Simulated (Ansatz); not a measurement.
**YN in Ansatz: the effect of functional**

YN:

```
CELL_PARAMETERS angstrom
0.00000 2.43850 2.43850
2.43850 0.00000 2.43850
2.43850 2.43850 0.00000
ATOMIC_POSITIONS crystal
Y 0.00000 0.00000 0.00000
N 0.50000 0.50000 0.50000
```

Alike in all runs:

- Program: Ansatz 0.2.0
- Task: single point
- Potentials or basis: all-electron PAW datasets made for the crystal
- k mesh: 6 × 6 × 6
- Occupations: fermi-dirac, width 0.05 eV
- Spin: no spin polarisation

**Question.** One run gave: gap on the mesh 1.73 eV. Which functional did it use?
A. PBE0
B. PBEsol
C. PBE
D. HSE06

**Answer.** A.

```csv
functional,cutoff,gap on the mesh (eV)
PBE,280 eV,0.17
HSE06,310 eV,1.07
PBE0,310 eV,1.73
PBEsol,280 eV,0.09
```

A k mesh can miss the band edges.

Not every run made on this cell is shown here.
